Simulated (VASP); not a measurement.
# ZrB2 (P6/mmm) in VASP: notebook, part 2 of 2

VASP 6.6.1. The steps go on from the part before.

**5. Single point, LDA**

run.py reads:

```python
from ase.calculators.vasp import Vasp
from ase.dft.bandgap import bandgap
from ase.io import read

atoms = read('ZrB2.cif')
calc = Vasp(
    directory='calc',
    xc='lda',
    pp='LDA',
    setups='gw',
    prec='Accurate',
    encut=550,
    ediff=1e-06,
    ismear=0,
    sigma=0.05,
    lreal=False,
    lasph=True,
    nelm=60,
    algo='Normal',
    isif=2,
    lwave=False,
    lcharg=True,
    lelf=True,
    lvhar=True,
    kpts=[10, 10, 8],
    gamma=True,
)
atoms.calc = calc

print('energy (eV):', atoms.get_potential_energy())
print('free energy (eV):', atoms.get_potential_energy(force_consistent=True))
print('forces (eV/A):')
print(atoms.get_forces())
print('stress (eV/A^3, Voigt):', atoms.get_stress())
print('Fermi level (eV):', calc.get_fermi_level())
gap, top, bottom = bandgap(calc)
print('band gap (eV):', gap, 'from (spin, k, band)', top, 'to', bottom)
```

ZrB2.cif reads:

```cif
data_ZrB2
_cell_length_a 3.17000000
_cell_length_b 3.17000000
_cell_length_c 3.53300000
_cell_angle_alpha 90.00000000
_cell_angle_beta 90.00000000
_cell_angle_gamma 120.00000000
_space_group_name_H-M_alt 'P1'
_space_group_name_Hall 'P 1'
_space_group_IT_number 1
loop_
_space_group_symop_operation_xyz
'x,y,z'
loop_
_atom_site_label
_atom_site_type_symbol
_atom_site_symmetry_multiplicity
_atom_site_Wyckoff_symbol
_atom_site_fract_x
_atom_site_fract_y
_atom_site_fract_z
_atom_site_occupancy
Zr1 Zr 1 a 0.0000000000 0.0000000000 0.0000000000 1
B1 B 1 a 0.6666666667 0.3333333333 0.5000000000 1
B2 B 1 a 0.3333333333 0.6666666667 0.5000000000 1
```

Potentials or basis: VASP PAW LDA potentials, release 64 (Zr_sv_GW, B_GW).

Started as:

```
python run.py
```

Output:

```text
energy (eV): -29.2370832
free energy (eV): -29.23743239
forces (eV/A):
[[ 0.  0.  0.]
 [-0.  0.  0.]
 [ 0.  0.  0.]]
stress (eV/A^3, Voigt): [ 0.05841661  0.05841661  0.05167876 -0.          0.          0.        ]
Fermi level (eV): 10.23842467
band gap (eV): 0.0 from (spin, k, band) (None, None, None) to (None, None, None)
```

OUTCAR:

```text
ENCUT = 550.000000
   EDIFF = 1.00e-06
   PREC = Accurate
   ISIF = 2
   ISMEAR = 0
   NELM = 60
   LASPH = .TRUE.
   LREAL = .FALSE.

 ion  position               nearest neighbor table
   1  0.000  0.000  0.000-
   2  0.667  0.333  0.500-   3 1.83   3 1.83   3 1.83
   3  0.333  0.667  0.500-   2 1.83   2 1.83   2 1.83

  LATTYP: Found a hexagonal cell.
 ALAT       =     3.1700000000
 C/A-ratio  =     1.1145110410

  Lattice vectors:

 A1 = (   3.1700000000,   0.0000000000,   0.0000000000)
 A2 = (  -1.5850000000,   2.7453005300,   0.0000000000)
 A3 = (   0.0000000000,   0.0000000000,   3.5330000000)

Analysis of symmetry for initial positions (statically):
=====================================================================
 Subroutine PRICEL returns:
 Original cell was already a primitive cell.

 Routine SETGRP: Setting up the symmetry group for a
 hexagonal supercell.

 Subroutine GETGRP returns: Found 24 space group operations
 (whereof 24 operations were pure point group operations)
 out of a pool of 24 trial point group operations.

The static configuration has the point symmetry D_6h.

Analysis of symmetry for dynamics (positions and initial velocities):
=====================================================================
 Subroutine PRICEL returns:
 Original cell was already a primitive cell.

 Routine SETGRP: Setting up the symmetry group for a
 hexagonal supercell.

 Subroutine GETGRP returns: Found 24 space group operations
 (whereof 24 operations were pure point group operations)
 out of a pool of 24 trial point group operations.

The dynamic configuration has the point symmetry D_6h.

 Subroutine INISYM returns: Found 24 space group operations
 (whereof 24 operations are pure point group operations),
 and found     1 'primitive' translations

----------------------------------------------------------------------------------------

                                     Primitive cell

  volume of cell :      30.7463

  direct lattice vectors                    reciprocal lattice vectors
     3.170000000  0.000000000  0.000000000     0.315457413  0.182129422  0.000000000
    -1.585000000  2.745300530  0.000000000     0.000000000  0.364258845  0.000000000
     0.000000000  0.000000000  3.533000000     0.000000000  0.000000000  0.283045570

  length of vectors
     3.170000000  3.170000000  3.533000000     0.364258845  0.364258845  0.283045570

  position of ions in fractional coordinates (direct lattice)
[... 118 lines left out ...]
   NELECT =      18.0000    total number of electrons
   NUPDOWN=      -1.0000    fix difference up-down
   EMIN   =  10.00;   EMAX   =-10.00  energy-range for DOS
   EFERMI =   0.00;   METHOD = LEGACY
   ISMEAR =     0;   SIGMA  =   0.05  broadening in eV -4-tet -1-fermi 0-gaus
   EFERMI_NEDOS =   21; number of points for ismear=-14 and -15
   IALGO  =     38    algorithm
   IMIX   =      4    mixing-type and parameters
     AMIX     =   0.40;   BMIX     =  1.00
     AMIX_MAG =   1.60;   BMIX_MAG =  1.00
  volume/ion in A,a.u.               =      10.25        69.16
  Fermi-wavevector in a.u.,A,eV,Ry     =   1.369519  2.588016 25.518847  1.875582
  Thomas-Fermi vector in A             =   2.495387
   LORBIT       =      0    0 simple, 1 ext, 2 COOP (PROOUT), +10 PAW based schemes
   GGA     = CA    functional components
   LHFCALC =     F    Hartree Fock is set to
   AEXX    =    0.0000 exact exchange contribution
   IVDW    =     0    specifies the selected vdW correction
   LEPSILON=     F    determine dielectric tensor
   LRPA    =     F    only Hartree local field effects (RPA)
 non-spin polarized calculation
 Gauss-broadening in eV      SIGMA  =   0.05
  energy-cutoff  :      550.00
  volume of cell :       30.75
 maximum number of plane-waves:       922
   NGX = 13   NGY = 13   NGZ = 13

 number of electron      18.0000000 magnetization

 Free energy of the ion-electron system (eV)
  ---------------------------------------------------
  ext. energy  EPLUGINS =         0.00000000
  ---------------------------------------------------
  free energy    TOTEN  =       -29.23743239 eV

  energy without entropy =      -29.23673401  energy(sigma->0) =      -29.23708320

 E-fermi :  10.2384     XC(G=0): -12.5452

 val. band max:       10.2287945163   @ k =   0.2000   0.2000   0.1250
 cond. band min:      10.4238459804   @ k =   0.1000  -0.0000   0.5000
 fundamental gap:      0.1950514641
 Fermi energy:        10.2384246663

 k-point     1 :       0.0000    0.0000    0.0000
  band No.  band energies     occupation
      1     -37.9807      2.00000
      2     -16.3252      2.00000
      3     -15.7664      2.00000
      4     -15.7664      2.00000
      5      -2.1987      2.00000
      6       7.7383      2.00000
      7       7.7383      2.00000
      8       7.7710      2.00000
      9       8.0686      2.00000
     10      13.7326      0.00000
     11      13.7326      0.00000
     12      14.5030      0.00000
     13      14.5031      0.00000
[... 610 lines left out ...]
  band No.  band energies     occupation
      1     -37.8527      2.00000
      2     -16.5379      2.00000
      3     -16.2998      2.00000
      4     -16.1299      2.00000
      5       0.9672      2.00000
      6       3.2735      2.00000
      7       5.0923      2.00000
      8       7.3545      2.00000
      9       8.1286      2.00000
     10      12.2378      0.00000
     11      14.3141      0.00000
     12      14.9298      0.00000
     13      16.4841      0.00000

 [... further k-points ...]

------------------------ aborting loop because EDIFF is reached ----------------------------------------

  FORCE on cell =-STRESS in cart. coord.  units (eV):
  Direction    XX          YY          ZZ          XY          YZ          ZX
  --------------------------------------------------------------------------------------
  -------------------------------------------------------------------------------------
  Total       -1.7960936     -1.7960936     -1.5889298     -0.0000000     -0.0000000     -0.0000000
  in kB      -93.5937294    -93.5937294    -82.7985069     -0.0000000     -0.0000000     -0.0000000
  external PRESSURE =     -89.9953219 kB  Pullay stress =       0.0000000 kB

 VOLUME and BASIS-vectors are now :
 -----------------------------------------------------------------------------
  energy-cutoff  :      550.00
  volume of cell :       30.75
      direct lattice vectors                 reciprocal lattice vectors
     3.170000000  0.000000000  0.000000000     0.315457413  0.182129422  0.000000000
    -1.585000000  2.745300530  0.000000000     0.000000000  0.364258845  0.000000000
     0.000000000  0.000000000  3.533000000     0.000000000  0.000000000  0.283045570

 POSITION                                       TOTAL-FORCE (eV/Angst)
 -----------------------------------------------------------------------------------
      0.00000      0.00000      0.00000         0.000000      0.000000      0.000000
      1.58500      0.91510      1.76650        -0.000000      0.000000      0.000000
     -0.00000      1.83020      1.76650         0.000000      0.000000      0.000000
 -----------------------------------------------------------------------------------
    total drift:                               -0.000000      0.000000      0.000000

  FREE ENERGIE OF THE ION-ELECTRON SYSTEM (eV)
  ---------------------------------------------------
  free  energy   TOTEN  =       -29.2374323888 eV

  energy  without entropy=      -29.2367340117  energy(sigma->0) =      -29.23708320
```

INCAR:

```text
ENCUT = 550.000000
SIGMA = 0.050000
EDIFF = 1.00e-06
ALGO = Normal
PREC = Accurate
ISIF = 2
ISMEAR = 0
NELM = 60
LASPH = .TRUE.
LCHARG = .TRUE.
LELF = .TRUE.
LVHAR = .TRUE.
LWAVE = .FALSE.
LREAL = .FALSE.
```

Wall time 25 s (1 thread of Intel Xeon Platinum 8488C (Sapphire Rapids), shared host); peak memory 0.17 GiB.

What came out:

- Free energy: -29.2374 eV
- Pressure: -9.0 GPa
- Band gap on the k mesh: none (metal or under the smearing width)

Stress tensor (GPa, compression positive):
```
-9.36  0.00  0.00
 0.00 -9.36  0.00
 0.00  0.00 -8.28
```

Levels at points of the mesh, in eV from the Fermi level:
```tsv
k point	band 5	band 6	band 7	band 8	band 9	band 10	band 11	band 12	band 13
(0.00, 0.00, 0.00)	-12.44	-2.50	-2.50	-2.47	-2.17	3.49	3.49	4.26	4.26
(0.50, 0.00, 0.00)	-8.74	-8.20	-3.76	-2.90	-2.56	2.37	2.41	5.03	5.12
(0.00, 0.00, 0.50)	-10.37	-6.79	-0.83	-0.83	0.44	0.44	0.88	0.88	1.92
(0.50, 0.00, 0.50)	-9.66	-6.75	-4.47	-3.99	-1.82	3.83	4.31	5.40	6.38
```

**6. Single point, revPBE**

run.py reads:

```python
from ase import Atoms
from ase.calculators.vasp import Vasp
from ase.dft.bandgap import bandgap

atoms = Atoms(
    ['Zr', 'B', 'B'],
    cell=[[3.17, 0.0, 0.0], [-1.585, 2.74530053, 0.0], [0.0, 0.0, 3.533]],
    scaled_positions=[[0.0, 0.0, 0.0], [0.6666666667, 0.3333333333, 0.5], [0.3333333333, 0.6666666667, 0.5]],
    pbc=True,
)
calc = Vasp(
    directory='calc',
    xc='revpbe',
    pp='PBE',
    setups='recommended',
    prec='Accurate',
    encut=520,
    ediff=1e-07,
    ismear=2,
    sigma=0.005,
    lreal=False,
    lasph=True,
    nelm=60,
    algo='Fast',
    isif=2,
    lwave=False,
    lcharg=False,
    kpts=[3, 3, 3],
    gamma=True,
)
atoms.calc = calc

print('energy (eV):', atoms.get_potential_energy())
print('free energy (eV):', atoms.get_potential_energy(force_consistent=True))
print('forces (eV/A):')
print(atoms.get_forces())
print('stress (eV/A^3, Voigt):', atoms.get_stress())
print('Fermi level (eV):', calc.get_fermi_level())
gap, top, bottom = bandgap(calc)
print('band gap (eV):', gap, 'from (spin, k, band)', top, 'to', bottom)
```

Potentials or basis: VASP PAW PBE potentials, release 64 (Zr_sv, B).

Started as:

```
python run.py
```

Run time: 7.8 s. Hardware: 1 thread of Intel Xeon Platinum 8488C (Sapphire Rapids), shared host; peak memory 0.13 GiB.

The run converged, but some of its settings lie outside the range that counts as converged (typed here: ISMEAR = 2; SIGMA = 0.005; k = 3 × 3 × 3), so its numbers aren't taken as properties of the crystal.

Results:

* Free energy: -24.1389 eV
* Pressure: 3.0 GPa
* Band gap on the k mesh: none (metal or under the smearing width)

Caveat: the k mesh is coarse (spacing up to 0.76 Å⁻¹), so the values aren't converged; the PAW data sets were made with another functional, which shifts forces and pressure a little.

**7. The runs side by side**

| task | level | potentials or basis | cell | k mesh | cutoff (eV) | smearing | ladder | mesh quality | gap on the mesh (eV) | pressure (GPa) |
| --- | --- | --- | --- | --- | --- | --- | --- | --- | --- | --- |
| relaxation of cell and atoms | r2SCAN | VASP PAW PBE potentials, release 64 (Zr_sv, B) | relaxed | 8 × 8 × 8 | 600 | fermi-dirac 0.05 eV | gaps | not flagged | none | 0.1 |
| single point | PBE | VASP PAW PBE potentials, release 64 (Zr_sv_GW, B_GW) | as given | 5 × 5 × 4 | 450 | gaussian 0.02 eV | - | coarse | none | 0.4 |
| single point | LDA | VASP PAW LDA potentials, release 64 (Zr_sv_GW, B_GW) | as given | 10 × 10 × 8 | 550 | gaussian 0.05 eV | - | not flagged | none | -9.0 |

Alike in all rows: no spin polarisation.

Caveats: some runs use coarse meshes; the PAW data sets were made with another functional, which shifts forces and pressure a little (some runs).

Absolute energies hang on the potentials; compare differences alone.
